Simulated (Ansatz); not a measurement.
**Cu₃Au**

**What was measured.** A cell as deposited of cubic Cu3Au (space group Pm-3m), temperature not stated, from the Crystallography Open Database (1973), has a = 3.740 Å and 13.08 Å³/atom.

Computed with Ansatz (plane waves, PAW, 420 eV cutoff): PBE, scalar-relativistic, no spin polarisation, Γ-centred 10×10×10 mesh, 0.05 eV Gaussian smearing. The datasets are Ansatz's generated set soft_2.

```yaml
crystal:
  lattice:
    - [3.77919, 0.00000, 0.00000]
    - [0.00000, 3.77919, 0.00000]
    - [0.00000, 0.00000, 3.77919]
  atoms:
    - { symbol: Cu, position: [0.00000, 0.50000, 0.50000] }
    - { symbol: Cu, position: [0.50000, 0.00000, 0.50000] }
    - { symbol: Cu, position: [0.50000, 0.50000, 0.00000] }
    - { symbol: Au, position: [0.00000, 0.00000, 0.00000] }
```

The chain of runs began from a cell as deposited in COD, expanded in volume.

The cell above was scaled in volume, its shape and atoms being fixed by the lattice's symmetry. Energies are counted from the cell above.

The cell is relaxed to zero pressure at this level.

```json
{"V (Å³/atom)": "12.75", "ΔE (meV/atom)": "20.4", "P (GPa)": "9.3"}
{"V (Å³/atom)": "12.95", "ΔE (meV/atom)": "10.5", "P (GPa)": "6.4"}
{"V (Å³/atom)": "13.22", "ΔE (meV/atom)": "2.6", "P (GPa)": "3.1"}
{"V (Å³/atom)": "13.49", "ΔE (meV/atom)": "0.0", "P (GPa)": "0.1"}
{"V (Å³/atom)": "13.76", "ΔE (meV/atom)": "2.0", "P (GPa)": "-2.5"}
{"V (Å³/atom)": "14.03", "ΔE (meV/atom)": "8.2", "P (GPa)": "-4.8"}
{"V (Å³/atom)": "14.44", "ΔE (meV/atom)": "24.2", "P (GPa)": "-7.8"}
{"V (Å³/atom)": "14.84", "ΔE (meV/atom)": "47.2", "P (GPa)": "-10.3"}
```

**Question.** What do the points give for the equilibrium volume, the bulk modulus and its pressure derivative (third-order Birch–Murnaghan)?

**Answer.** V0 = 13.51 Å³/atom, B0 = 138 GPa, B0′ = 5.1.

B0·V0 = 138.1 GPa × 13.51 Å³ = 11.64 eV/atom sets the scale: near the minimum ΔE ≈ ½ B0 V0 x², with x = V/V0 − 1, and a pressure of 1.4 GPa squeezes the volume by about 1 %. At the ends of the curve: x = −5.6 % predicts 18.1 meV/atom and the run gives 20.4; x = +9.9 % predicts 57.1 meV/atom and the run gives 47.2. Compression costs more and expansion less than the parabola says, since the crystal stiffens as it shrinks; B0′ measures that.

**Against experiment.** PBE gives 3.779 Å and 13.49 Å³/atom, +3.2 % in volume (+1.0 % in length) from the database's cell. PBE usually overestimates volumes by a few per cent. Spin–orbit coupling, left out, also moves the volume of such heavy elements' compounds.

For elements this heavy, spin–orbit coupling would shift levels and gaps; it isn't included here. The run is a metal.
